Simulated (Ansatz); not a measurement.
# CsPbCl3 (Pm-3m) in Ansatz: settings compared

Aim: see how the results for CsPbCl3 move with the level of theory and the settings. Levels: PBE+D3(BJ), revPBE, PBE. Tasks: relaxation of cell and atoms, single point.

All numbers are computed with Ansatz 0.2.0; they aren't measurements. Logs are shortened: lines on timing, memory, paths and dates and some standing lists are left out, and cuts for length are marked.

**1. The structure**

It takes space group Pm-3m (No. 221, cubic). The conventional cell has a = 5.605 Å, b = 5.605 Å, c = 5.605 Å, α = 90.00°, β = 90.00°, γ = 90.00°. Pb (site symmetry m-3m) is surrounded by 6 Cl at 2.80 Å. Around Cs (site symmetry m-3m) lie 12 Cl at 3.96 Å. Cl (site symmetry 4/mmm) has 2 Pb at 2.80 Å as nearest neighbours.

**2. Relaxation of cell and atoms, PBE+D3(BJ)**

Input file input.yaml:

```yaml
crystal:
  lattice:
    - [5.605, 0.0, 0.0]
    - [0.0, 5.605, 0.0]
    - [0.0, 0.0, 5.605]
  atoms:
    - { symbol: Pb, position: [0.5, 0.5, 0.5] }
    - { symbol: Cs, position: [0.0, 0.0, 0.0] }
    - { symbol: Cl, position: [0.5, 0.0, 0.5] }
    - { symbol: Cl, position: [0.0, 0.5, 0.5] }
    - { symbol: Cl, position: [0.5, 0.5, 0.0] }
hamiltonian:
  xc: pbe
  pseudopotentials: { kind: paw }
  dispersion: d3bj
kpoints:
  mp_grid: { grid: [5, 5, 5] }
scf:
  occupations: { method: fermi_dirac, width: 0.05 }
output:
  forces: true
  stress: true
relax:
  f_tol: 0.01
  max_steps: 40
  cell: { stress_tol: 0.05 }
```

Potentials or basis: Ansatz PAW.

On the command line:

```sh
> ansatz run input.yaml --threads 2 --pin off --max-ram 5120MiB --backend cpu --events-out ev --progress --plain --runs-dir out
```

Output:

```text
Warning: RAYON_NUM_THREADS=2 ignored (pool sized by the plan → 2); use --threads N
Engine: ansatz 0.2.0, aarch64-unknown-linux-gnu
Pseudopotentials: kind: paw
Pseudopotential: Pb, paw, valence charge 14, recommended cutoff 420 eV (normal), Pb.paw.azcp
Pseudopotential: Cs, paw, valence charge 9, recommended cutoff 420 eV (normal), Cs.paw.azcp
Pseudopotential: Cl, paw, valence charge 7, recommended cutoff 420 eV (normal), Cl.paw.azcp
Functional definition: PBE
  parameter kappa = 0.804
  parameter beta = 0.06672455060314922
  exchange = pbe_x(kappa = kappa, mu = beta*pi^2/3)
  correlation = pbe_c(beta = beta)
Crystal: 5 atoms, lattice volume = 176.087 Å³
Basis set: ecut = 420 eV, 3407 PW (Γ), exchange–correlation on 80×80×80 points (8 copies of the dense FFT grid, shifted against one another)
Bands: 27, of which v1, the nominal top of the filled ones, is band 22 counted from 1 (21 counted from 0)
Symmetry: 48 space group operations
Space group: Pm-3m (ITA 221), of the structure as read, at distance tolerance 5.6e-5 Å
k-points: 10 of 125
Non-local potential: Pb, projectors of the file, l = 0: 2, l = 1: 2, l = 2: 2, l = 3: 2
Non-local potential: Cs, projectors of the file, l = 0: 3, l = 1: 2, l = 2: 2, l = 3: 2
Non-local potential: Cl, projectors of the file, l = 0: 2, l = 1: 2, l = 2: 2
PAW form: soft (Blöchl's): semilocal exchange-correlation on the pseudo side does not see the compensation charge
PAW one-centre angular grid: Pb, 590 points (default); XC on 64 Gauss nodes
PAW one-centre angular grid: Cs, 194 points (default); XC on 64 Gauss nodes
PAW one-centre angular grid: Cl, 110 points (default); XC on 64 Gauss nodes
Initial density: superposition of atomic densities (neutral atoms: chi_scale 0, normalization atom), corrected by the library's trained network
Initial wavefunctions: pseudopotential atomic-orbital guess
Functional: x = pbe(κ = 0.804, μ = 0.2195149727645171), c = pbe(β = 0.06672455060314922)
SCF iter   1: F=—  HF=-20824.286690 eV  |F-HF|=—  |Δ(HF+E_count)|=         —  Δρ=5.03e-4  dr2=2.22e-4  ethr=1.77e-3  ⟨swp⟩=7.4  Hψ=1402  notcnv=0
preconditioner: auto → Resta (q_TF=auto, 2.165 Å⁻¹)  ε∞=2.9  [insulator: Δε(μ)=2.957 eV  Ē_g=13.256 eV  σ=0.050 eV  W_gap=1.00  n_scr=26 (ndim 8)  ℏωp=18.1 eV  f_vac=0.062  D(μ)=0.00/eV (n_scr^D=0)  ε∞_Penn≈2.9]
SCF iter   2: F=—  HF=-20824.285937 eV  |F-HF|=—  |Δ(HF+E_count)|=   7.53e-4  Δρ=2.23e-4  dr2=5.74e-5  ethr=5.04e-7  ⟨swp⟩=3.0  Hψ=694  notcnv=0  defer=2
SCF iter   3: F=—  HF=-20824.285962 eV  |F-HF|=—  |Δ(HF+E_count)|=   2.52e-5  Δρ=1.06e-4  dr2=9.93e-6  ethr=1.30e-7  ⟨swp⟩=2.0  Hψ=458  notcnv=0  defer=2
SCF iter   4: F=—  HF=-20824.285986 eV  |F-HF|=—  |Δ(HF+E_count)|=   2.46e-5  Δρ=4.14e-5  dr2=1.90e-6  ethr=2.26e-8  ⟨swp⟩=2.0  Hψ=470  notcnv=0  defer=2
SCF iter   5: F=—  HF=-20824.285991 eV  |F-HF|=—  |Δ(HF+E_count)|=   4.30e-6  Δρ=1.52e-5  dr2=3.55e-7  ethr=4.32e-9  ⟨swp⟩=2.4  Hψ=444  notcnv=0  defer=2
SCF iter   6: F=-20824.285991 eV  HF=-20824.285991 eV  |F-HF|=3.47e-8  |Δ(HF+E_count)|=   1.49e-7  Δρ=5.64e-6  dr2=5.98e-8  ethr=2.27e-10  ⟨swp⟩=4.4  Hψ=980  notcnv=0
SCF 1 converged in 6 iterations: F = -20824.285991 eV  dr2 = 5.98e-8
relax step   1: F+E_penalty+E_count = -20824.28599076 eV  Δ(F+E_penalty+E_count) = +0.000e0 eV  max|allowed force component| = 2.618e-29 eV/Å  Δτ_max = 0.0000 Å  P = +0.844 GPa  Ω = 176.087 Å³  (6 SCF iters, dr2 threshold 1.00e-7 eV, accepted)
Crystal: 5 atoms, lattice volume = 179.904 Å³
Basis set: ecut = 420 eV, 3431 PW (Γ), exchange–correlation on 80×80×80 points (8 copies of the dense FFT grid, shifted against one another)
Initial density: handed on by an earlier stage of this run
Initial wavefunctions: those handed on with the density
iter 1 solved again at ethr=2.75e-6 eV; its pass at ethr=3.10e-3 eV (dr2=1.21e-3 eV) is discarded
SCF iter   1: F=—  HF=-20824.299493 eV  |F-HF|=—  |Δ(HF+E_count)|=         —  Δρ=4.91e-4  dr2=1.14e-3  ethr=2.75e-6  ⟨swp⟩=2.3  Hψ=1848  notcnv=0
preconditioner: auto → Resta (q_TF=auto, 2.158 Å⁻¹)  ε∞=2.9  [insulator: Δε(μ)=3.010 eV  Ē_g=13.189 eV  σ=0.050 eV  W_gap=1.00  n_scr=26 (ndim 8)  ℏωp=17.9 eV  f_vac=0.064  D(μ)=0.00/eV (n_scr^D=0)  ε∞_Penn≈2.9]
SCF iter   2: F=—  HF=-20824.299164 eV  |F-HF|=—  |Δ(HF+E_count)|=   3.28e-4  Δρ=2.61e-4  dr2=2.70e-4  ethr=2.58e-6  ⟨swp⟩=2.6  Hψ=397  notcnv=0
SCF iter   3: F=—  HF=-20824.299072 eV  |F-HF|=—  |Δ(HF+E_count)|=   9.22e-5  Δρ=8.89e-5  dr2=3.17e-5  ethr=6.14e-7  ⟨swp⟩=2.7  Hψ=400  notcnv=0
SCF iter   4: F=—  HF=-20824.299073 eV  |F-HF|=—  |Δ(HF+E_count)|=   5.78e-7  Δρ=1.98e-5  dr2=9.79e-7  ethr=7.20e-8  ⟨swp⟩=2.1  Hψ=392  notcnv=0
SCF iter   5: F=-20824.299073 eV  HF=-20824.299073 eV  |F-HF|=9.92e-9  |Δ(HF+E_count)|=   7.84e-7  Δρ=3.13e-6  dr2=1.72e-8  ethr=1.14e-9  ⟨swp⟩=4.9  Hψ=981  notcnv=0
SCF 2 converged in 5 iterations: F = -20824.299073 eV  dr2 = 1.72e-8
relax step   2: F+E_penalty+E_count = -20824.29907340 eV  Δ(F+E_penalty+E_count) = -1.308e-2 eV  max|allowed force component| = 6.350e-30 eV/Å  Δτ_max = 0.0000 Å  P = +0.276 GPa  Ω = 179.904 Å³  energy of the carried Pulay correction = -1.306e-4 eV  (5 SCF iters, dr2 threshold 5.00e-7 eV, accepted)
Crystal: 5 atoms, lattice volume = 181.814 Å³
Basis set: ecut = 420 eV, 3575 PW (Γ), exchange–correlation on 80×80×80 points (8 copies of the dense FFT grid, shifted against one another)
iter 1 solved again at ethr=1.65e-6 eV; its pass at ethr=3.10e-3 eV (dr2=7.24e-4 eV) is discarded
SCF iter   1: F=—  HF=-20824.300844 eV  |F-HF|=—  |Δ(HF+E_count)|=         —  Δρ=2.44e-4  dr2=2.81e-4  ethr=1.65e-6  ⟨swp⟩=2.9  Hψ=1552  notcnv=0
preconditioner: auto → Resta (q_TF=auto, 2.154 Å⁻¹)  ε∞=2.8  [insulator: Δε(μ)=3.028 eV  Ē_g=13.155 eV  σ=0.050 eV  W_gap=1.00  n_scr=26 (ndim 8)  ℏωp=17.8 eV  f_vac=0.064  D(μ)=0.00/eV (n_scr^D=0)  ε∞_Penn≈2.8]
SCF iter   2: F=—  HF=-20824.300763 eV  |F-HF|=—  |Δ(HF+E_count)|=   8.05e-5  Δρ=1.27e-4  dr2=6.54e-5  ethr=6.39e-7  ⟨swp⟩=2.4  Hψ=457  notcnv=0
SCF iter   3: F=—  HF=-20824.300727 eV  |F-HF|=—  |Δ(HF+E_count)|=   3.62e-5  Δρ=4.51e-5  dr2=8.49e-6  ethr=1.49e-7  ⟨swp⟩=2.3  Hψ=358  notcnv=0
SCF iter   4: F=—  HF=-20824.300727 eV  |F-HF|=—  |Δ(HF+E_count)|=   1.24e-7  Δρ=1.08e-5  dr2=3.13e-7  ethr=1.93e-8  ⟨swp⟩=2.2  Hψ=419  notcnv=0
SCF iter   5: F=-20824.300727 eV  HF=-20824.300727 eV  |F-HF|=4.96e-9  |Δ(HF+E_count)|=   1.89e-7  Δρ=1.19e-6  dr2=2.55e-9  ethr=4.32e-10  ⟨swp⟩=4.9  Hψ=981  notcnv=0
SCF 3 converged in 5 iterations: F = -20824.300727 eV  dr2 = 2.55e-9
relax step   3: F+E_penalty+E_count = -20824.30072722 eV  Δ(F+E_penalty+E_count) = -1.654e-3 eV  max|allowed force component| = 5.496e-30 eV/Å  Δτ_max = 0.0000 Å  P = +0.015 GPa  Ω = 181.814 Å³  energy of the carried Pulay correction = -1.948e-4 eV  (5 SCF iters, dr2 threshold 1.90e-7 eV, accepted)
Initial wavefunctions: pseudopotential atomic-orbital guess (no wavefunctions were taken with the density)
iter 1 solved again at ethr=2.08e-7 eV; its pass at ethr=3.10e-3 eV (dr2=9.17e-5 eV) is discarded
SCF iter   1: F=—  HF=-20824.300910 eV  |F-HF|=—  |Δ(HF+E_count)|=         —  Δρ=2.66e-5  dr2=1.91e-7  ethr=2.08e-7  ⟨swp⟩=3.1  Hψ=2136  notcnv=0
preconditioner: auto → Resta (q_TF=auto, 2.154 Å⁻¹)  ε∞=2.8  [insulator: Δε(μ)=3.024 eV  Ē_g=13.153 eV  σ=0.050 eV  W_gap=1.00  n_scr=26 (ndim 8)  ℏωp=17.8 eV  f_vac=0.064  D(μ)=0.00/eV (n_scr^D=0)  ε∞_Penn≈2.8]
SCF iter   2: F=—  HF=-20824.300916 eV  |F-HF|=—  |Δ(HF+E_count)|=   6.11e-6  Δρ=1.33e-5  dr2=3.90e-8  ethr=4.33e-10  ⟨swp⟩=2.6  Hψ=508  notcnv=0
SCF iter   3: F=—  HF=-20824.300922 eV  |F-HF|=—  |Δ(HF+E_count)|=   5.42e-6  Δρ=2.06e-6  dr2=1.24e-9  ethr=8.87e-11  ⟨swp⟩=2.0  Hψ=473  notcnv=0
SCF iter   4: F=-20824.300922 eV  HF=-20824.300922 eV  |F-HF|=9.82e-11  |Δ(HF+E_count)|=   1.10e-7  Δρ=1.85e-7  dr2=4.27e-11  ethr=1.00e-12  ⟨swp⟩=3.7  Hψ=1265  notcnv=0
SCF 4 converged in 4 iterations: F = -20824.300922 eV  dr2 = 4.27e-11
relax step   4: F+E_penalty+E_count = -20824.30092193 eV  Δ(F+E_penalty+E_count) = -1.947e-4 eV  max|allowed force component| = 9.479e-30 eV/Å  Δτ_max = 0.0000 Å  P = +0.016 GPa  Ω = 181.814 Å³  stress off target by 1.56e-2 GPa  SCF on the basis re-selected at this cell (its energy is not comparable with the rows above)  (4 SCF iters)
basis re-selected at this cell: Δ(F+E_penalty+E_count) = -1.947e-4 eV, ΔP = +0.000 GPa vs the last step (what re-selecting the basis moved, of the pressure what is left beyond the Pulay correction that the steps carried, after the strain that the cell walked since its last selection, with what the two solves' SCF thresholds leave and, on support functions, any second-order correction that the steps lacked; it is no measure of the basis error at this ecutwfc). This SCF's stress stands 1.56e-2 GPa from its target on what of the cell is left free (relax.cell.stress_tol is 5.00e-2 GPa) and its largest allowed force component is 9.48e-30 eV/Å (relax.f_tol is 1.00e-2 eV/Å): within both
SCF converged after 4 iterations
Free energy (F): -20824.300922 eV
Harris-Foulkes:  -20824.300922 eV  (|F-HF|=9.82e-11)
Internal energy: -20824.300922 eV  (E = F + TS)
E sigma→0 (E₀):  -20824.300922 eV
Fermi energy:    4.579847 eV
--- Per-component energies (eV) ---
  E_band       = -246.047694
  E_kinetic    = 912.075431
  E_local      = -2705.701306  (includes V_loc(G=0)·N_el)
  E_nonlocal   = 465.648265
  E_hartree    = 1024.201682
  E_xc         = -717.894513
  E_vxc        = -626.334443  (∫ρ·V_xc dr)
  E_paw        = -17446.718151  (= ΣΔE_a)
  E_vpaw       = -340.139441  (= ΣTr[D̂ρ^β])
  E_aug_tail   = 0.000320  (compensation charges beyond the density's cutoff)
  E_ewald      = -2354.941225
  E_disp       = -0.971426  (pairwise vdW)
  E_smearing   = -0.000000  (= −TS)
  E_closure    = 0.000000  (closes the sum)
  Σ components = -20824.300922   (vs F -20824.300922, Δ=0.00e0)
--- Forces (eV/Å), atoms counted from 1 ---
  atom   1  Pb     0.00000000    -0.00000000     0.00000000
  atom   2  Cs     0.00000000    -0.00000000    -0.00000000
  atom   3  Cl     0.00000000     0.00000000     0.00000000
  atom   4  Cl     0.00000000    -0.00000000     0.00000000
  atom   5  Cl     0.00000000     0.00000000    -0.00000000
  max |Σ_I F_I| component: 1.20e-29 eV/Å
--- Stress (GPa, compression-positive) ---
        0.015606      -0.000000      -0.000000
       -0.000000       0.015606      -0.000000
       -0.000000      -0.000000       0.015606
  P = ⅓ Tr σ = 0.0156 GPa (0.156 kbar)
--- Relaxed structure (3 steps of the walk, 3 accepted, 1 SCFs on fresh bases) ---
  F+E_penalty+E_count = -20824.30092193 eV   max|allowed force component| = 9.479e-30 eV/Å   (the final SCF, on the basis selected at the relaxed cell)
  cell:  # Å, volume = 181.8137 Å³
    - [5.665116800555422, -6.419766481290786e-35, 2.5679065925163143e-34]
    - [-6.419766481290786e-35, 5.665116800555422, -6.419766481290786e-35]
    - [5.135813185032629e-34, 0.0, 5.665116800555422]
  atoms:
    - { symbol: Pb, position: [0.5, 0.5, 0.5] }
    - { symbol: Cs, position: [3.221336883024859e-36, -1.172208699049542e-36, 3.579263203316394e-37] }
    - { symbol: Cl, position: [0.5, 1.1990531730950268e-36, 0.5] }
    - { symbol: Cl, position: [-7.516452726715969e-36, 0.5, 0.5] }
    - { symbol: Cl, position: [0.5, 0.5, -3.579263203274668e-37] }
```

It took 4.7 s on 2 threads of Arm Neoverse V2, shared host; peak memory 0.45 GiB.

What came out:

```
Free energy                            : -20824.3009 eV
Relaxed volume                         : 36.36 Å³/atom
Relaxed cell                           : a = 5.665 Å, b = 5.665 Å, c = 5.665 Å, α = 90.00°, β = 90.00°, γ = 90.00°
Space group after relaxing (to 0.05 Å) : Pm-3m (No. 221)
Energy gained by relaxing              : 3.0 meV/atom
Ionic steps                            : 4
Pressure after relaxing                : 0.0 GPa
Band gap on the k mesh                 : 3.02 eV
```

Step by step:
```
step  energy change (eV)  largest force (eV/Å)  volume (Å³)
   1              0.0000                0.0000       176.09
   2             -0.0131                0.0000       179.90
   3             -0.0147                0.0000       181.81
   4             -0.0149                0.0000       181.81
```

Final structure:
```
CELL_PARAMETERS angstrom
5.66512 0.00000 0.00000
0.00000 5.66512 0.00000
0.00000 0.00000 5.66512
ATOMIC_POSITIONS crystal
Pb 0.50000 0.50000 0.50000
Cs 0.00000 0.00000 0.00000
Cl 0.50000 0.00000 0.50000
Cl 0.00000 0.50000 0.50000
Cl 0.50000 0.50000 0.00000
```

Caveat: odd divisions of the mesh miss points on the zone boundary, where band edges often lie, so the gap on the mesh can be too wide; the plane-wave basis is chosen anew once the cell has moved, so the energies of steps on either side of that aren't comparable; spin-orbit coupling is left out, which as a rule narrows the gap of such compounds by several tenths of an eV. Zero-point motion and thermal expansion aren't in these numbers.

**3. Relaxation of cell and atoms, revPBE**

input.yaml: that of step 2 with these lines changed.

```diff
@@ -12,5 +12,4 @@
 hamiltonian:
-  xc: pbe
+  xc: revpbe
   pseudopotentials: { kind: paw }
-  dispersion: d3bj
 kpoints:
```

Potentials or basis: Ansatz PAW.

On the command line:

```sh
> ansatz run input.yaml --threads 2 --pin off --max-ram 5120MiB --backend cpu --events-out ev --progress --plain --runs-dir out
```

Wall time 5.9 s (2 threads of Arm Neoverse V2, shared host); peak memory 0.46 GiB.

The run converged. Its results:

| Item | Value |
| --- | --- |
| Free energy | -20849.3238 eV |
| Relaxed volume | 39.66 Å³/atom |
| Relaxed cell | a = 5.831 Å, b = 5.831 Å, c = 5.831 Å, α = 90.00°, β = 90.00°, γ = 90.00° |
| Space group after relaxing (to 0.05 Å) | Pm-3m (No. 221) |
| Energy gained by relaxing | 36.7 meV/atom |
| Ionic steps | 5 |
| Pressure after relaxing | 0.0 GPa |
| Band gap on the k mesh | 3.25 eV |

The path:
```tsv
step	energy change (eV)	largest force (eV/Å)	volume (Å³)
1	0.0000	0.0000	176.09
2	-0.1579	0.0000	189.60
3	-0.1817	0.0000	196.74
4	-0.1825	0.0000	198.28
5	-0.1833	0.0000	198.28
```

Final structure:
```
Pb Cs Cl
1.0
     5.83125    0.00000    0.00000
     0.00000    5.83125    0.00000
     0.00000    0.00000    5.83125
Pb Cs Cl
1 1 3
Cartesian
  2.9156 2.9156 2.9156
  0.0000 0.0000 0.0000
  2.9156 0.0000 2.9156
  0.0000 2.9156 2.9156
  2.9156 2.9156 0.0000
```

Caveat: odd divisions of the mesh miss points on the zone boundary, where band edges often lie, so the gap on the mesh can be too wide; the plane-wave basis is chosen anew once the cell has moved, so the energies of steps on either side of that aren't comparable; spin-orbit coupling is left out, which as a rule narrows the gap of such compounds by several tenths of an eV; the volume moved by +13 % from the deposited cell, more than functionals usually miss; the PAW data sets come from PBE, with cores solved anew for the run's functional, which leaves a small shift of forces and pressure. Zero-point motion and thermal expansion aren't in these numbers.

**4. Single point, PBE**

input.yaml: that of step 3 with these lines changed.

```diff
@@ -12,3 +12,3 @@
 hamiltonian:
-  xc: revpbe
+  xc: pbe
   pseudopotentials: { kind: paw }
@@ -18,2 +18,4 @@
   occupations: { method: fermi_dirac, width: 0.05 }
+basis:
+  ecutwfc: "250 eV"
 output:
@@ -21,5 +23,2 @@
   stress: true
-relax:
-  f_tol: 0.01
-  max_steps: 40
-  cell: { stress_tol: 0.05 }
+  eigenvalues: true
```

On the command line:

```sh
> ansatz run input.yaml --threads 2 --pin off --max-ram 5120MiB --backend cpu --events-out ev --progress --plain --runs-dir out
```

Run time: 0.75 s. Hardware: 2 threads of Arm Neoverse V2, shared host; peak memory 0.34 GiB.

The run converged. Its results:

```yaml
Free_energy: -20822.4845 eV
Pressure: 1.8 GPa
Band_gap_on_the_k_mesh: 3.01 eV, direct
```

Levels at points of the mesh, in eV from the valence-band top:
```csv
k point,band 18,band 19,band 20,band 21,band 22,band 23,band 24,band 25,band 26,band 27
"(0.00, 0.00, 0.00)",-2.03,-2.03,-1.92,-1.92,-1.92,3.95,4.89,4.89,5.81,5.81
```

Caveat: odd divisions of the mesh miss points on the zone boundary, where band edges often lie, so the gap on the mesh can be too wide; the pressure holds a Pulay correction of +5.4 GPa for the finite cutoff; spin-orbit coupling is left out, which as a rule narrows the gap of such compounds by several tenths of an eV; the cutoff lies under the one recommended for these potentials. A k mesh can miss the band edges.

**5. Overview**

| task | level | cell | cutoff (eV) | gap on the mesh (eV) | pressure (GPa) | relaxed volume (Å³/atom) |
| --- | --- | --- | --- | --- | --- | --- |
| relaxation of cell and atoms | PBE+D3(BJ) | relaxed | 420 | 3.02 | 0.0 | 36.36 |
| relaxation of cell and atoms | revPBE | relaxed | 420 | 3.25 | 0.0 | 39.66 |
| single point | PBE | as given | 250 | 3.01 | 1.8 | - |

Alike in all rows: potentials or basis Ansatz PAW; no spin polarisation; k mesh 5 × 5 × 5; smearing fermi-dirac 0.05 eV.

Caveats: odd divisions of the mesh miss points on the zone boundary, where band edges often lie, so the gap on the mesh can be too wide; spin-orbit coupling is left out, which as a rule narrows the gap of such compounds by several tenths of an eV; the plane-wave basis is chosen anew once the cell has moved, so the energies of steps on either side of that aren't comparable (some runs); the volume moved by +13 % from the deposited cell, more than functionals usually miss (some runs); the PAW data sets come from PBE, with cores solved anew for the run's functional, which leaves a small shift of forces and pressure (some runs); the pressure holds a Pulay correction of +5.4 GPa for the finite cutoff (some runs); the cutoff lies under the one recommended for these potentials (some runs).

Absolute energies hang on the potentials; compare differences alone.
